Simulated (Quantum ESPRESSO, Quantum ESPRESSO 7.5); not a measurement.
## GaN/Ga(1-x)Al(x)N (110) interfaces, on the lattice of GaN: a series in the share x of Al

What law, if any, do the results for GaN/Ga(1-x)Al(x)N (110) interfaces, on the lattice of GaN follow against the share x of Al?

Program: Quantum ESPRESSO 7.5. Level of theory: plane-wave DFT, LDA, GBRV ultrasoft pseudopotentials. Results are calculated unless marked as measured.

## Step 1: Starting point

Symmetry: F-43m, No. 216, cubic system. The conventional cell has a = 4.468 Å, b = 4.468 Å, c = 4.468 Å, α = 90.00°, β = 90.00°, γ = 90.00°. Nearest to Ga lie 4 N at 1.93 Å. N has 4 Ga at 1.93 Å nearest. Farther neighbours and most contacts between anions are not listed.

Set-up: Each bulk cell keeps the common in-plane lattice and relaxes along the normal and in its atoms; the superlattice is stacked from these relaxed cells and held, so that both halves are the crystals whose edges are computed. Edges are hung on the mean electrostatic potential over one period in the middle of each half. Fermi-Dirac smearing of 0.002 Ry; edges are taken by band count, which loses its meaning where this level closes a crystal's gap. The alloys are ordered cells with 4 sites.

## Step 2: Variable-cell relaxation of the reference

The bulk crystal is relaxed in cell and atoms; the members are built on its lattice constants.

ref.vc.in

```
&control
  prefix = 'ref.vc'
  outdir = './out'
  pseudo_dir = './pseudo'
  nstep = 40
  forc_conv_thr = 0.001
  calculation = 'vc-relax'
/
&system
  ibrav = 0
  nat = 8
  ntyp = 2
  ecutwfc = 48
  ecutrho = 240
  occupations = 'smearing'
  smearing = 'fd'
  degauss = 0.002
/
&electrons
  conv_thr = 1e-09
  mixing_beta = 0.4
  electron_maxstep = 120
/
&ions
/
&cell
  press_conv_thr = 0.3
/
ATOMIC_SPECIES
  Ga  69.7230  ga_lda_v1.4.uspp.F.UPF
  N   14.0070  n_lda_v1.2.uspp.F.UPF
CELL_PARAMETERS angstrom
  4.46810000000000 0.00000000000000 0.00000000000000
  0.00000000000000 3.15942380901961 0.00000000000000
  0.00000000000000 0.00000000000000 6.31884761803923
ATOMIC_POSITIONS crystal
  Ga  0.000000000000 0.000000000000 0.000000000000
  N   0.250000000000 0.500000000000 0.000000000000
  Ga  0.500000000000 0.500000000000 0.250000000000
  N   0.750000000000 0.000000000000 0.250000000000
  Ga  0.000000000000 0.000000000000 0.500000000000
  N   0.250000000000 0.500000000000 0.500000000000
  Ga  0.500000000000 0.500000000000 0.750000000000
  N   0.750000000000 0.000000000000 0.750000000000
K_POINTS automatic
  6 8 4 0 0 0
```

Launch:

```sh
> OMP_NUM_THREADS=1 mpirun -n 4 pw.x -nk 4 -in ref.vc.in > ref.vc.out
```

The program printed:

```text
Program PWSCF v.7.5 starts
[citation notice left out]

     Parallel version (MPI & OpenMP), running on       4 processor cores
     Number of MPI processes:                 4
     Threads/MPI process:                     1

     MPI processes distributed on     1 nodes
[...]
Current dimensions of program PWSCF are:
     Max number of different atomic species (ntypx) = 10
     Max number of k-points (npk) =  40000
     Max angular momentum in pseudopotentials (lmaxx) =  4
     Found identity + ( -0.5000 -0.5000  0.2500) symmetry
     This is a supercell, fractional translations are disabled
     Message from routine setup:
     using ibrav=0 with symmetry is DISCOURAGED, use correct ibrav instead

     K-points division:     npool     =       4
     Subspace diagonalization in iterative solution of the eigenvalue problem:
     a serial algorithm will be used

     G-vector sticks info
     --------------------
     sticks:   dense  smooth     PW     G-vecs:    dense   smooth      PW
     Sum         965     771    235                37691    27063    4495

     Using Slab Decomposition

     bravais-lattice index     =            0
     lattice parameter (alat)  =       8.4435  a.u.
     unit-cell volume          =     601.9567 (a.u.)^3
     number of atoms/cell      =            8
     number of atomic types    =            2
     number of electrons       =        96.00
     number of Kohn-Sham states=           58
     kinetic-energy cutoff     =      48.0000  Ry
     charge density cutoff     =     240.0000  Ry
     scf convergence threshold =      1.0E-09
     mixing beta               =       0.4000
     number of iterations used =            8  plain     mixing
     energy convergence thresh.=      1.0E-04
     force convergence thresh. =      1.0E-03
     press convergence thresh. =      3.0E-01
     Exchange-correlation= SLA  PZ   NOGX NOGC
                           (   1   1   0   0   0   0   0)
     nstep                     =           40

     celldm(1)=   8.443485  celldm(2)=   0.000000  celldm(3)=   0.000000
     celldm(4)=   0.000000  celldm(5)=   0.000000  celldm(6)=   0.000000

     crystal axes: (cart. coord. in units of alat)
               a(1) = (   1.000000   0.000000   0.000000 )
               a(2) = (   0.000000   0.707107   0.000000 )
               a(3) = (   0.000000   0.000000   1.414214 )

     reciprocal axes: (cart. coord. in units 2 pi/alat)
               b(1) = (  1.000000  0.000000  0.000000 )
               b(2) = (  0.000000  1.414214  0.000000 )
               b(3) = (  0.000000  0.000000  0.707107 )

     PseudoPot. # 1 for Ga read from file:
     ./pseudo/ga_lda_v1.4.uspp.F.UPF
     Pseudo is Ultrasoft + core correction, Zval = 19.0
     Generated by new atomic code, or converted to UPF format
     Using radial grid of  871 points,  6 beta functions with:
                l(1) =   0
                l(2) =   0
                l(3) =   1
                l(4) =   1
                l(5) =   2
                l(6) =   2
     Q(r) pseudized with  8 coefficients,  rinner =    1.250   1.250   1.250
                                                       1.250   1.250

     PseudoPot. # 2 for N  read from file:
     ./pseudo/n_lda_v1.2.uspp.F.UPF
     Pseudo is Ultrasoft + core correction, Zval =  5.0
     Generated by new atomic code, or converted to UPF format
     Using radial grid of  729 points,  4 beta functions with:
                l(1) =   0
                l(2) =   0
                l(3) =   1
                l(4) =   1
     Q(r) pseudized with  8 coefficients,  rinner =    0.900   0.900   0.900

     atomic species   valence    mass     pseudopotential
     Ga               19.00    69.72300     Ga( 1.00)
     N                 5.00    14.00700     N ( 1.00)

      4 Sym. Ops. (no inversion) found

   Cartesian axes

     site n.     atom                  positions (alat units)
         1        Ga     tau(   1) = (   0.0000000   0.0000000   0.0000000  )
         2        N      tau(   2) = (   0.2500000   0.3535534   0.0000000  )
         3        Ga     tau(   3) = (   0.5000000   0.3535534   0.3535534  )
         4        N      tau(   4) = (   0.7500000   0.0000000   0.3535534  )
         5        Ga     tau(   5) = (   0.0000000   0.0000000   0.7071068  )
         6        N      tau(   6) = (   0.2500000   0.3535534   0.7071068  )
         7        Ga     tau(   7) = (   0.5000000   0.3535534   1.0606602  )
         8        N      tau(   8) = (   0.7500000   0.0000000   1.0606602  )

     number of k points=    60  Fermi-Dirac smearing, width (Ry)=  0.0020
                       cart. coord. in units 2pi/alat
        k(    1) = (   0.0000000   0.0000000   0.0000000), wk =   0.0104167
        k(    2) = (   0.0000000   0.0000000   0.1767767), wk =   0.0208333
        k(    3) = (   0.0000000   0.0000000  -0.3535534), wk =   0.0104167
        k(    4) = (   0.0000000   0.1767767   0.0000000), wk =   0.0208333
        k(    5) = (   0.0000000   0.1767767   0.1767767), wk =   0.0416667
        k(    6) = (   0.0000000   0.1767767  -0.3535534), wk =   0.0208333
        k(    7) = (   0.0000000   0.3535534   0.0000000), wk =   0.0208333
        k(    8) = (   0.0000000   0.3535534   0.1767767), wk =   0.0416667
        k(    9) = (   0.0000000   0.3535534  -0.3535534), wk =   0.0208333
        k(   10) = (   0.0000000   0.5303301   0.0000000), wk =   0.0208333
[...]
k(   60) = (  -0.5000000  -0.7071068  -0.3535534), wk =   0.0104167

     Dense  grid:    37691 G-vectors     FFT dimensions: (  45,  30,  60)

     Smooth grid:    27063 G-vectors     FFT dimensions: (  40,  27,  54)

     Estimated max dynamical RAM per process >     109.62 MB

     Estimated total dynamical RAM >     410.86 MB

     Initial potential from superposition of free atoms

     starting charge      92.0000, renormalised to      96.0000
     Starting wfcs are   64 randomized atomic wfcs

     total cpu time spent up to now is        2.6 secs

     per-process dynamical memory:    86.0 Mb

     Self-consistent Calculation

     iteration #  1     ecut=    48.00 Ry     beta= 0.40
     Davidson diagonalization with overlap
     ethr =  1.00E-02,  avg # of iterations =  3.9

     total cpu time spent up to now is        9.1 secs

     total energy              =   -1733.42057424 Ry
     estimated scf accuracy    <      21.10271453 Ry

     iteration #  2     ecut=    48.00 Ry     beta= 0.40
[...]
total energy              =   -1740.70279145 Ry
[...]
iteration #  5     ecut=    48.00 Ry     beta= 0.40
[...]
End of self-consistent calculation

[...]
the Fermi energy is    12.3488 ev

!    total energy              =   -1740.86403105 Ry
     estimated scf accuracy    <          3.5E-10 Ry
     smearing contrib. (-TS)   =      -0.00000000 Ry
     internal energy E=F+TS    =   -1740.86403105 Ry

     The total energy is F=E-TS. E is the sum of the following terms:
     one-electron contribution =   -1332.71584898 Ry
     hartree contribution      =     717.51867434 Ry
     xc contribution           =    -213.00296561 Ry
     ewald contribution        =    -912.66389080 Ry

     convergence has been achieved in   5 iterations

     Forces acting on atoms (cartesian axes, Ry/au):

     atom    1 type  1   force =    -0.00001065    0.00000000    0.00000000
     atom    2 type  2   force =    -0.00000067    0.00000000    0.00000000
     atom    3 type  1   force =     0.00001093    0.00000000   -0.00000373
     atom    4 type  2   force =     0.00000030    0.00000000    0.00000038
     atom    5 type  1   force =    -0.00001078    0.00000000    0.00000000
     atom    6 type  2   force =    -0.00000036    0.00000000    0.00000000
     atom    7 type  1   force =     0.00001093    0.00000000    0.00000373
     atom    8 type  2   force =     0.00000030    0.00000000   -0.00000038

     Total force =     0.000022     Total SCF correction =     0.000020
     SCF correction compared to forces is large: reduce conv_thr to get better values

     Computing stress (Cartesian axis) and pressure

          total   stress  (Ry/bohr**3)                   (kbar)     P=        0.63
   0.00000395   0.00000000   0.00000000            0.58        0.00        0.00
   0.00000000   0.00000440   0.00000000            0.00        0.65        0.00
   0.00000000   0.00000000   0.00000441            0.00        0.00        0.65

     Energy error            =      1.8E-04 Ry
     Gradient error          =      1.1E-05 Ry/Bohr
     Cell gradient error     =      6.5E-01 kbar

     number of scf cycles    =   2
     number of bfgs steps    =   1

     enthalpy           old  =   -1740.8638557803 Ry
     enthalpy           new  =   -1740.8640310460 Ry

     CASE: enthalpy          _new < enthalpy          _old

     new trust radius        =       0.0005137632 bohr
     new conv_thr            =            1.0E-11 Ry

     new unit-cell volume =    598.03154 a.u.^3 (    88.61913 Ang^3 )
     density =      6.27571 g/cm^3

CELL_PARAMETERS (angstrom)
   4.458290231   0.000000000   0.000000000
   0.000000000   3.152568560   0.000000000
   0.000000000   0.000000000   6.305138210

ATOMIC_POSITIONS (crystal)
Ga              -0.0000005351        0.0000000000        0.0000000000
N                0.2499998394        0.5000000000        0.0000000000
Ga               0.5000002849        0.5000000000        0.2499997424
N                0.7500002771        0.0000000000        0.2500000225
Ga              -0.0000002722        0.0000000000        0.5000000000
N                0.2499998439        0.5000000000        0.5000000000
Ga               0.5000002849        0.5000000000        0.7500002576
N                0.7500002771        0.0000000000        0.7499999775

[...]
NEW-OLD atomic charge density approx. for the potential
     New effective cutoffs (rho, wfc):  240.83   48.21

     total cpu time spent up to now is      108.5 secs

     per-process dynamical memory:   122.7 Mb

     Self-consistent Calculation

     iteration #  1     ecut=    48.00 Ry     beta= 0.40
     Davidson diagonalization with overlap
     ethr =  1.00E-06,  avg # of iterations =  2.0

     Threshold (ethr) on eigenvalues was too large:
     Diagonalizing with lowered threshold

     Davidson diagonalization with overlap
     ethr =  7.10E-11,  avg # of iterations =  1.5

     total cpu time spent up to now is      119.6 secs

     total energy              =   -1740.86403142 Ry
     estimated scf accuracy    <       0.00000006 Ry

[...]
iteration #  6     ecut=    48.00 Ry     beta= 0.40
[...]
End of self-consistent calculation

          k = 0.0000 0.0000 0.0000 (  3409 PWs)   bands (ev):

   -81.3077 -81.3072 -81.3072 -81.3069 -81.3069 -81.3068 -81.3068 -81.3065
   -81.3065 -81.3064 -81.3064 -81.3064  -5.0854  -4.0670  -4.0669  -3.9092
    -2.5306  -2.5306  -2.5306  -2.4454  -2.4228  -2.4228  -2.3658  -2.3658
    -2.1931  -2.1931  -2.1900  -2.1900  -2.1884  -2.1884  -2.1729  -2.1729
    -2.0878  -1.1192  -1.1192  -0.3408   4.6560   5.5504   5.5504   7.5749
     7.5749   8.1607   8.1607   9.9250   9.9250  11.0127  11.0127  11.0128
    12.9642  14.2809  17.6400  17.6400  17.6629  18.4903  18.4904  20.5340
    20.5340  21.3330

          k = 0.0000 0.0000 0.1772 (  3392 PWs)   bands (ev):

   -81.3074 -81.3072 -81.3071 -81.3070 -81.3067 -81.3067 -81.3066 -81.3066
   -81.3065 -81.3065 -81.3064 -81.3063  -4.9597  -4.2928  -3.9600  -3.9087
    -2.5173  -2.5107  -2.4938  -2.4367  -2.4280  -2.4269  -2.4143  -2.3031
    -2.2213  -2.2140  -2.2068  -2.1994  -2.1989  -2.1789  -2.1700  -2.1645
    -2.1005  -1.8377  -0.4121  -0.2517   4.7503   4.9698   6.6568   6.7519
     7.4813   8.3083   8.7718   9.3025   9.9706  10.4483  10.7341  10.9637
    13.8224  14.8840  16.3841  17.1043  18.1466  18.7724  19.5407  20.5870
    20.7930  21.2355

          k = 0.0000 0.0000-0.3543 (  3362 PWs)   bands (ev):

   -81.3073 -81.3073 -81.3070 -81.3070 -81.3065 -81.3065 -81.3065 -81.3065
   -81.3064 -81.3064 -81.3062 -81.3062  -4.6403  -4.6402  -3.9181  -3.9181
    -2.4802  -2.4802  -2.4699  -2.4699  -2.4068  -2.4068  -2.3401  -2.3401
    -2.2462  -2.2462  -2.2449  -2.2449  -2.1917  -2.1917  -2.1455  -2.1455
    -2.1308  -2.1307  -0.1495  -0.1495   4.9147   4.9147   6.5294   6.5294
     8.3135   8.3135   8.7191   8.7191   9.9284   9.9285  10.7920  10.7920
    15.0928  15.0928  15.9503  15.9503  18.9696  18.9696  20.0230  20.0230
    21.4614  21.4615

          k = 0.0000 0.1772 0.0000 (  3393 PWs)   bands (ev):

   -81.3074 -81.3073 -81.3072 -81.3069 -81.3069 -81.3067 -81.3066 -81.3066
   -81.3066 -81.3065 -81.3065 -81.3064  -4.9597  -4.0358  -4.0358  -3.9087
    -2.5173  -2.5107  -2.4938  -2.4280  -2.4004  -2.4004  -2.3592  -2.3592
    -2.2348  -2.2348  -2.2213  -2.2068  -2.1789  -2.1700  -2.1448  -2.1448
    -2.1005  -1.0402  -1.0402  -0.2517   4.7503   5.5671   5.5671   7.4813
     7.6515   7.6516   8.3083   9.3717   9.3717   9.9707  10.7341  10.9637
    13.8224  14.8840  17.3704  17.3704  18.1466  18.6405  18.6405  20.3478
    20.3478  20.7930

          k = 0.0000 0.1772 0.1772 (  3410 PWs)   bands (ev):

   -81.3075 -81.3072 -81.3071 -81.3070 -81.3070 -81.3069 -81.3066 -81.3066
   -81.3066 -81.3066 -81.3066 -81.3065  -4.8407  -4.2316  -3.9451  -3.9067
    -2.4867  -2.4866  -2.4771  -2.4170  -2.4110  -2.3986  -2.3946  -2.3229
    -2.2698  -2.2697  -2.1995  -2.1890  -2.1886  -2.1609  -2.1605  -2.1432
    -2.1131  -1.7694  -0.3458  -0.1748   4.8402   5.0280   6.7214   6.7813
     7.6172   7.6614   8.7072   8.7757   9.5718   9.9047  10.5075  10.5075
    14.4175  15.5367  16.3784  17.4915  18.5360  18.7816  18.9188  20.1109
    20.8157  20.8616

          k = 0.0000 0.1772-0.3543 (  3414 PWs)   bands (ev):

   -81.3075 -81.3074 -81.3072 -81.3072 -81.3068 -81.3068 -81.3067 -81.3067
   -81.3066 -81.3066 -81.3065 -81.3065  -4.5436  -4.5436  -3.9115  -3.9115
    -2.4536  -2.4536  -2.4373  -2.4373  -2.3916  -2.3916  -2.3464  -2.3464
    -2.3066  -2.3066  -2.1932  -2.1932  -2.1643  -2.1643  -2.1421  -2.1421
    -2.1397  -2.1397  -0.0893  -0.0893   4.9913   4.9913   6.6897   6.6897
     8.0795   8.0795   8.2049   8.2049   9.8209   9.8209  10.2259  10.2259
    15.3950  15.3950  16.6050  16.6050  19.1705  19.1705  19.2839  19.2839
    21.7856  21.7856

[...]
-81.3074 -81.3074 -81.3073 -81.3070 -81.3070
[key lines of the parts left out:]
total energy              =   -1740.86403144 Ry
```

The job ended after 4.1 min (4 MPI ranks of Arm Neoverse V1, shared host; peak memory 0.57 GiB).

Relaxation path:

```
step  energy less that of the first step (eV)  largest force (eV/Å)  volume (Å³)
   1                                   0.0000                0.0002        89.20
   2                                  -0.0024                0.0003        88.59
   3                                  -0.0024                0.0001        88.62
   4                                  -0.0001                0.0001        88.62
```

| cell as run | before | after | change |
| --- | --- | --- | --- |
| a (Å) | 4.468 | 4.458 | -0.2 % |
| b (Å) | 3.159 | 3.153 | -0.2 % |
| c (Å) | 6.319 | 6.305 | -0.2 % |
| volume (Å³/atom) | 11.15 | 11.08 | -0.7 % |

Final coordinates:

```cif
data_structure
_symmetry_space_group_name_H-M 'P 1'
_symmetry_Int_Tables_number 1
_cell_length_a 4.4583
_cell_length_b 3.1526
_cell_length_c 6.3051
_cell_angle_alpha 90.000
_cell_angle_beta 90.000
_cell_angle_gamma 90.000
_cell_volume 88.62
loop_
_atom_site_label
_atom_site_type_symbol
_atom_site_fract_x
_atom_site_fract_y
_atom_site_fract_z
_atom_site_occupancy
Ga1 Ga 0.00000 0.00000 0.00000 1
N2 N 0.25000 0.50000 0.00000 1
Ga3 Ga 0.50000 0.50000 0.25000 1
N4 N 0.75000 0.00000 0.25000 1
Ga5 Ga 0.00000 0.00000 0.50000 1
N6 N 0.25000 0.50000 0.50000 1
Ga7 Ga 0.50000 0.50000 0.75000 1
N8 N 0.75000 0.00000 0.75000 1
```

 The last row is no step: it is a fresh SCF in the final cell with a new plane-wave basis, +2 meV from the row before.

Read from the output:

* free energy: -23685.6594 eV
* Fermi energy: 11.77 eV

[end of part 1 of 9]

[Logs are printed without paths, hosts, clocks, repeated set-up lines and the standing remarks that a program may print on its own settings, such as how far it seeks lower states.]

[Hosts, paths, dates, database ids (printed as entryN), source tags and the programs' standing remarks are cut or masked in the printed files.]

[Maps of the electrostatic potential energy from Ansatz leave out the sawtooth potential of an applied field or a dipole correction, so their vacuum need not be flat; planar profiles and work functions include it.]
